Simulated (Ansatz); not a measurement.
# TiC (Fm-3m) in Ansatz: notebook

One crystal, TiC, is run at these levels: PBE; tasks: single point.

Program: Ansatz 0.2.0. These are calculated values, not measurements. Logs are shortened: lines on timing, memory, paths and dates and some standing lists are left out, and cuts for length are marked.

### 1 Starting point

Symmetry: Fm-3m, No. 225, cubic system. The conventional cell has a = 4.331 Å, b = 4.331 Å, c = 4.331 Å, α = 90.00°, β = 90.00°, γ = 90.00°. Ti (site symmetry m-3m) has 6 C at 2.17 Å as nearest neighbours. C (site symmetry m-3m) is surrounded by 6 Ti at 2.17 Å.

The cell is a database's computed one.

### 2 Single point, PBE

The input, input.yaml:

```yaml
crystal:
  lattice:
    - [0.0, 2.1657188437, 2.1657188437]
    - [2.1657188437, 0.0, 2.1657188437]
    - [2.1657188437, 2.1657188437, 0.0]
  atoms:
    - { symbol: Ti, position: [0.0, 0.0, 0.0] }
    - { symbol: C, position: [0.5, 0.5, 0.5] }
hamiltonian:
  xc: pbe
  pseudopotentials: { kind: paw }
kpoints:
  mp_grid: { grid: [11, 11, 11] }
scf:
  occupations: { method: gaussian, width: 0.019 }
output:
  forces: true
  stress: true
  eigenvalues: true
```

Potentials or basis: Ansatz PAW.

Launch:

```sh
$ ansatz run input.yaml --threads 2 --pin off --max-ram 5632MiB --backend cpu --events-out ev --progress --plain --runs-dir out
```

Log:

```text
Warning: RAYON_NUM_THREADS=2 ignored (pool sized by the plan → 2); use --threads N
Engine: ansatz 0.2.0, aarch64-unknown-linux-gnu
Pseudopotentials: kind: paw
Pseudopotential: Ti, paw, valence charge 12, recommended cutoff 420 eV (normal), Ti.paw.azcp
Pseudopotential: C, paw, valence charge 4, recommended cutoff 420 eV (normal), C.paw.azcp
Functional definition: PBE
  parameter kappa = 0.804
  parameter beta = 0.06672455060314922
  exchange = pbe_x(kappa = kappa, mu = beta*pi^2/3)
  correlation = pbe_c(beta = beta)
Crystal: 2 atoms, lattice volume = 20.316 Å³
Basis set: ecut = 420 eV, 411 PW (Γ), exchange–correlation on 48×48×48 points (8 copies of the dense FFT grid, shifted against one another)
Bands: 12, of which v1, the nominal top of the filled ones, is band 8 counted from 1 (7 counted from 0)
Symmetry: 48 space group operations
Space group: Fm-3m (ITA 225), of the structure as read, at distance tolerance 2.7e-5 Å
k-points: 56 of 1331
Non-local potential: Ti, projectors of the file, l = 0: 3, l = 1: 2, l = 2: 3, l = 3: 1
Non-local potential: C, projectors of the file, l = 0: 2, l = 1: 2, l = 2: 1
PAW form: soft (Blöchl's): semilocal exchange-correlation on the pseudo side does not see the compensation charge
PAW one-centre angular grid: Ti, 590 points (default); XC on 64 Gauss nodes
PAW one-centre angular grid: C, 110 points (default); XC on 64 Gauss nodes
Initial density: superposition of atomic densities (neutral atoms: chi_scale 0, normalization atom), corrected by the library's trained network
Initial wavefunctions: pseudopotential atomic-orbital guess
Functional: x = pbe(κ = 0.804, μ = 0.2195149727645171), c = pbe(β = 0.06672455060314922)
SCF iter   1: F=—  HF=-2752.272036 eV  |F-HF|=—  |Δ(HF+E_count)|=         —  Δρ=3.58e-3  dr2=1.77e-3  ethr=1.77e-3  ⟨swp⟩=4.3  Hψ=3204  notcnv=0
preconditioner: auto → none  [insulator: Δε(μ)=0.217 eV  Ē_g=7.861 eV  σ=0.019 eV  W_gap=0.81  n_scr=8 (ndim 8)  ℏωp=23.3 eV  f_vac=0.000  D(μ)=1.15/eV (n_scr^D=14)  ε∞_Penn≈9.8]
SCF iter   2: F=—  HF=-2752.271480 eV  |F-HF|=—  |Δ(HF+E_count)|=   5.56e-4  Δρ=1.60e-3  dr2=2.88e-4  ethr=1.11e-5  ⟨swp⟩=2.0  Hψ=1299  notcnv=0
SCF iter   3: F=—  HF=-2752.271488 eV  |F-HF|=—  |Δ(HF+E_count)|=   7.75e-6  Δρ=1.32e-4  dr2=1.21e-6  ethr=1.80e-6  ⟨swp⟩=2.0  Hψ=751  notcnv=0
SCF iter   4: F=—  HF=-2752.271488 eV  |F-HF|=—  |Δ(HF+E_count)|=   3.50e-7  Δρ=1.45e-5  dr2=1.44e-8  ethr=7.57e-9  ⟨swp⟩=2.6  Hψ=1128  notcnv=0
iter 5 did not close the SCF: its close was put off for the readings that it lacked (scf_convergence_deferred on its scf_iter line)
SCF iter   5: F=-2752.271488 eV  HF=-2752.271488 eV  |F-HF|=4.41e-10  |Δ(HF+E_count)|=   9.93e-9  Δρ=2.66e-6  dr2=3.88e-10  ethr=8.98e-11  ⟨swp⟩=3.0  Hψ=1126  notcnv=0
SCF iter   6: F=-2752.271488 eV  HF=-2752.271488 eV  |F-HF|=4.09e-12  |Δ(HF+E_count)|=  5.34e-10  Δρ=3.98e-7  dr2=8.06e-12  ethr=2.43e-12  ⟨swp⟩=1.0  Hψ=1983  notcnv=0
SCF 1 converged in 6 iterations: F = -2752.271488 eV  dr2 = 8.06e-12
SCF converged after 6 iterations
Free energy (F): -2752.271488 eV
Harris-Foulkes:  -2752.271488 eV  (|F-HF|=4.09e-12)
Internal energy: -2752.271279 eV  (E = F + TS)
E sigma→0 (E₀):  -2752.271384 eV
Entropy (-TS):   -0.000209 eV (-0.104 meV/atom)
Fermi energy:    14.838007 eV
--- Per-component energies (eV) ---
  E_band       = -110.934275
  E_kinetic    = 362.331640
  E_local      = -775.371155  (includes V_loc(G=0)·N_el)
  E_nonlocal   = 31.951888
  E_hartree    = 314.736461
  E_xc         = -147.421960
  E_vxc        = -184.103556  (∫ρ·V_xc dr)
  E_paw        = -1145.234372  (= ΣΔE_a)
  E_vpaw       = -175.216148  (= ΣTr[D̂ρ^β])
  E_aug_tail   = 0.000150  (compensation charges beyond the density's cutoff)
  E_ewald      = -1393.263931
  E_smearing   = -0.000209  (= −TS)
  E_closure    = 0.000000  (closes the sum)
  Σ components = -2752.271488   (vs F -2752.271488, Δ=0.00e0)
--- Forces (eV/Å), atoms counted from 1 ---
  atom   1  Ti    -0.00000000     0.00000000     0.00000000
  atom   2  C      0.00000000    -0.00000000    -0.00000000
  max |Σ_I F_I| component: 2.30e-30 eV/Å
--- Stress (GPa, compression-positive) ---
        0.275292       0.000000      -0.000000
        0.000000       0.275292      -0.000000
        0.000000       0.000000       0.275292
  P = ⅓ Tr σ = 0.2753 GPa (2.753 kbar)
--- Band table (eV; the first three rows and the last of 56) ---
  k-point 0: bands = ["-41.8551", "-17.8891", "-17.8891", "-17.8891", "2.2931", "15.3912", "15.3912", "15.3912", "16.3683", "16.3683", "16.3683", "16.4169"]
  k-point 1: bands = ["-41.8493", "-17.9302", "-17.8929", "-17.8929", "2.4798", "14.5731", "14.8501", "14.8501", "15.7172", "15.7172", "16.7678", "17.8805"]
  k-point 2: bands = ["-41.8338", "-18.0390", "-17.9032", "-17.9032", "3.0152", "13.1319", "13.7138", "13.7138", "16.0616", "16.0616", "17.2059", "19.4313"]
  k-point 55: bands = ["-41.7582", "-18.2073", "-18.1854", "-18.0518", "5.1844", "11.3409", "11.4846", "12.2124", "17.2060", "17.6223", "18.3067", "19.9171"]
```

Wall time 0.67 s (2 threads of Arm Neoverse V1, shared host); peak memory 0.28 GiB.

Results:

```
Free energy            : -2752.2715 eV
Pressure               : 0.3 GPa
Band gap on the k mesh : none (metal or under the smearing width)
```

### 3 Single point, PBE

Edit input.yaml of step 2 so:

```diff
@@ -14,3 +14,3 @@
 scf:
-  occupations: { method: gaussian, width: 0.019 }
+  occupations: { method: gaussian, width: 0.02 }
 output:
@@ -19 +19,5 @@
   eigenvalues: true
+  write_density: true
+  write_potential: true
+  elf: true
+  volumetric_format: npy
```

Potentials or basis: Ansatz PAW.

Launch:

```sh
$ ansatz run input.yaml --threads 2 --pin off --max-ram 5632MiB --backend cpu --events-out ev --progress --plain --runs-dir out
```

Wall time 0.86 s (2 threads of Arm Neoverse V1, shared host); peak memory 0.28 GiB.

The run converged. Its results:

```
Free energy            : -2752.2715 eV
Pressure               : 0.3 GPa
Band gap on the k mesh : none (metal or under the smearing width)
```

Levels at points of the mesh, in eV from the Fermi level:
```
           k point  band 6  band 7  band 8  band 9  band 10  band 11
(0.00, 0.00, 0.00)    0.55    0.55    0.55    1.53     1.53     1.53
```

### 4 Single point, PBE

Edit input.yaml of step 3 so:

```diff
@@ -14,3 +14,3 @@
 scf:
-  occupations: { method: gaussian, width: 0.02 }
+  occupations: { method: gaussian, width: 0.021 }
 output:
@@ -19,5 +19 @@
   eigenvalues: true
-  write_density: true
-  write_potential: true
-  elf: true
-  volumetric_format: npy
```

Launch:

```sh
$ ansatz run input.yaml --threads 2 --pin off --max-ram 5632MiB --backend cpu --events-out ev --progress --plain --runs-dir out
```

Run time: 0.68 s. Hardware: 2 threads of Arm Neoverse V1, shared host; peak memory 0.28 GiB.

Results (log left out):

| Item | Value |
| --- | --- |
| Free energy | -2752.2715 eV |
| Pressure | 0.3 GPa |
| Band gap on the k mesh | none (metal or under the smearing width) |

Levels at points of the mesh, in eV from the Fermi level:
```tsv
k point	band 4	band 5	band 6	band 7	band 8	band 9	band 10	band 11	band 12
(0.00, 0.00, 0.00)	-32.73	-12.54	0.55	0.55	0.55	1.53	1.53	1.53	1.58
```

### 5 Single point, PBE

Edit input.yaml of step 4 so:

```diff
@@ -14,3 +14,3 @@
 scf:
-  occupations: { method: gaussian, width: 0.021 }
+  occupations: { method: gaussian, width: 0.022 }
 output:
@@ -19 +19,5 @@
   eigenvalues: true
+  write_density: true
+  write_potential: true
+  elf: true
+  volumetric_format: npy
```

Potentials or basis: Ansatz PAW.

Launch:

```sh
$ ansatz run input.yaml --threads 2 --pin off --max-ram 5632MiB --backend cpu --events-out ev --progress --plain --runs-dir out
```

Log:

```text
Warning: RAYON_NUM_THREADS=2 ignored (pool sized by the plan → 2); use --threads N
[... 9 set-up lines as earlier in the session ...]
Crystal: 2 atoms, lattice volume = 20.316 Å³
Basis set: ecut = 420 eV, 411 PW (Γ), exchange–correlation on 48×48×48 points (8 copies of the dense FFT grid, shifted against one another)
Bands: 12, of which v1, the nominal top of the filled ones, is band 8 counted from 1 (7 counted from 0)
[... 2 set-up lines as earlier in the session ...]
k-points: 56 of 1331
[... 8 set-up lines as earlier in the session ...]
SCF iter   1: F=—  HF=-2752.272070 eV  |F-HF|=—  |Δ(HF+E_count)|=         —  Δρ=3.58e-3  dr2=1.77e-3  ethr=1.77e-3  ⟨swp⟩=4.3  Hψ=3207  notcnv=0
preconditioner: auto → none  [insulator: Δε(μ)=0.217 eV  Ē_g=7.861 eV  σ=0.022 eV  W_gap=0.81  n_scr=8 (ndim 8)  ℏωp=23.3 eV  f_vac=0.000  D(μ)=1.00/eV (n_scr^D=14)  ε∞_Penn≈9.8]
SCF iter   2: F=—  HF=-2752.271513 eV  |F-HF|=—  |Δ(HF+E_count)|=   5.57e-4  Δρ=1.60e-3  dr2=2.88e-4  ethr=1.11e-5  ⟨swp⟩=1.9  Hψ=1265  notcnv=0
SCF iter   3: F=—  HF=-2752.271520 eV  |F-HF|=—  |Δ(HF+E_count)|=   6.92e-6  Δρ=1.32e-4  dr2=1.21e-6  ethr=1.80e-6  ⟨swp⟩=2.0  Hψ=751  notcnv=0
SCF iter   4: F=—  HF=-2752.271521 eV  |F-HF|=—  |Δ(HF+E_count)|=   1.42e-6  Δρ=1.46e-5  dr2=1.48e-8  ethr=7.59e-9  ⟨swp⟩=2.6  Hψ=1130  notcnv=0
iter 5 did not close the SCF: its close was put off for the readings that it lacked (scf_convergence_deferred on its scf_iter line)
SCF iter   5: F=-2752.271521 eV  HF=-2752.271521 eV  |F-HF|=4.79e-10  |Δ(HF+E_count)|=   9.82e-9  Δρ=2.71e-6  dr2=3.93e-10  ethr=9.25e-11  ⟨swp⟩=3.0  Hψ=1126  notcnv=0
SCF iter   6: F=-2752.271521 eV  HF=-2752.271521 eV  |F-HF|=3.18e-12  |Δ(HF+E_count)|=  5.67e-10  Δρ=3.98e-7  dr2=8.12e-12  ethr=2.46e-12  ⟨swp⟩=3.6  Hψ=2759  notcnv=0
SCF 1 converged in 6 iterations: F = -2752.271521 eV  dr2 = 8.12e-12
SCF converged after 6 iterations
Free energy (F): -2752.271521 eV
Harris-Foulkes:  -2752.271521 eV  (|F-HF|=3.18e-12)
Internal energy: -2752.271278 eV  (E = F + TS)
E sigma→0 (E₀):  -2752.271400 eV
Entropy (-TS):   -0.000243 eV (-0.121 meV/atom)
Fermi energy:    14.835981 eV
--- Per-component energies (eV) ---
  E_band       = -110.934415
  E_kinetic    = 362.331596
  E_local      = -775.370934  (includes V_loc(G=0)·N_el)
  E_nonlocal   = 31.951841
  E_hartree    = 314.736300
  E_xc         = -147.421959
  E_vxc        = -184.103554  (∫ρ·V_xc dr)
  E_paw        = -1145.234343  (= ΣΔE_a)
  E_vpaw       = -175.216099  (= ΣTr[D̂ρ^β])
  E_aug_tail   = 0.000150  (compensation charges beyond the density's cutoff)
  E_ewald      = -1393.263931
  E_smearing   = -0.000243  (= −TS)
  E_closure    = 0.000000  (closes the sum)
  Σ components = -2752.271521   (vs F -2752.271521, Δ=0.00e0)
--- Forces (eV/Å), atoms counted from 1 ---
  atom   1  Ti    -0.00000000     0.00000000     0.00000000
  atom   2  C      0.00000000    -0.00000000    -0.00000000
  max |Σ_I F_I| component: 1.11e-29 eV/Å
--- Stress (GPa, compression-positive) ---
        0.275428       0.000000       0.000000
       -0.000000       0.275428       0.000000
       -0.000000       0.000000       0.275428
  P = ⅓ Tr σ = 0.2754 GPa (2.754 kbar)
--- Band table (eV; the first three rows and the last of 56) ---
  k-point 0: bands = ["-41.8551", "-17.8891", "-17.8891", "-17.8891", "2.2931", "15.3912", "15.3912", "15.3912", "16.3683", "16.3683", "16.3683", "16.4169"]
  k-point 1: bands = ["-41.8493", "-17.9302", "-17.8930", "-17.8930", "2.4798", "14.5731", "14.8500", "14.8500", "15.7172", "15.7172", "16.7678", "17.8805"]
  k-point 2: bands = ["-41.8338", "-18.0390", "-17.9032", "-17.9032", "3.0152", "13.1319", "13.7138", "13.7138", "16.0615", "16.0615", "17.2058", "19.4313"]
  k-point 55: bands = ["-41.7583", "-18.2073", "-18.1854", "-18.0518", "5.1844", "11.3409", "11.4846", "12.2124", "17.2060", "17.6223", "18.3067", "19.9171"]
```

v_z.tsv:

```text
# z_ang	v_es[eV]	v_tot[eV]
# format = ansatz-planar-average/11
# xc	pbe
# density_cutoff_ev	1680
# datasets	Ti=:simpson_from_first_knot:soft	C=:simpson_from_first_knot:soft
# lattice	0.000000000	2.165718844	2.165718844
# lattice	2.165718844	0.000000000	2.165718844
# lattice	2.165718844	2.165718844	0.000000000
# sites	2
# site	22	0.000000000	0.000000000	0.000000000
# site	6	2.165718844	2.165718844	2.165718844
0.000000	3.441116e0	-9.308515e0
0.127616	3.604808e0	-9.141705e0
0.255232	4.078487e0	-8.647097e0
0.382849	4.822134e0	-7.843511e0
0.510465	5.765475e0	-6.794634e0
0.638081	6.797610e0	-5.620784e0
[... 16 lines left out ...]
2.807557	4.078487e0	-8.647097e0
2.935173	3.604808e0	-9.141705e0
```

Run time: 0.85 s. Hardware: 2 threads of Arm Neoverse V1, shared host; peak memory 0.28 GiB.

What came out:

| Quantity | Value |
| --- | --- |
| Free energy | -2752.2715 eV |
| Pressure | 0.3 GPa |
| Band gap on the k mesh | none (metal or under the smearing width) |

Levels at points of the mesh, in eV from the Fermi level:
```
           k point  band 5  band 6  band 7  band 8  band 9  band 10  band 11  band 12
(0.00, 0.00, 0.00)  -12.54    0.56    0.56    0.56    1.53     1.53     1.53     1.58
```

### 6 Single point, PBE

Edit input.yaml of step 5 so:

```diff
@@ -14,3 +14,3 @@
 scf:
-  occupations: { method: gaussian, width: 0.022 }
+  occupations: { method: gaussian, width: 0.023 }
 output:
@@ -19,5 +19 @@
   eigenvalues: true
-  write_density: true
-  write_potential: true
-  elf: true
-  volumetric_format: npy
```

Potentials or basis: Ansatz PAW.

Launch:

```sh
$ ansatz run input.yaml --threads 2 --pin off --max-ram 5632MiB --backend cpu --events-out ev --progress --plain --runs-dir out
```

It took 0.68 s on 2 threads of Arm Neoverse V1, shared host; peak memory 0.28 GiB.

The run converged. Its results:

- Free energy: -2752.2715 eV
- Pressure: 0.3 GPa
- Band gap on the k mesh: none (metal or under the smearing width)

Levels at points of the mesh, in eV from the Fermi level:
```tsv
k point	band 5	band 6	band 7	band 8	band 9	band 10	band 11	band 12
(0.00, 0.00, 0.00)	-12.54	0.56	0.56	0.56	1.53	1.53	1.53	1.58
```

### 7 Overview

| smearing | gap on the mesh (eV) | pressure (GPa) |
| --- | --- | --- |
| gaussian 0.019 eV | none | 0.3 |
| gaussian 0.02 eV | none | 0.3 |
| gaussian 0.021 eV | none | 0.3 |
| gaussian 0.022 eV | none | 0.3 |
| gaussian 0.023 eV | none | 0.3 |

Alike in all rows: task single point; level PBE; potentials or basis Ansatz PAW; no spin polarisation; cell as given; k mesh 11 × 11 × 11; cutoff (eV) 420.

Every run on the cell as given and a fine mesh finds a metal.

Absolute energies hang on the potentials; compare differences alone.
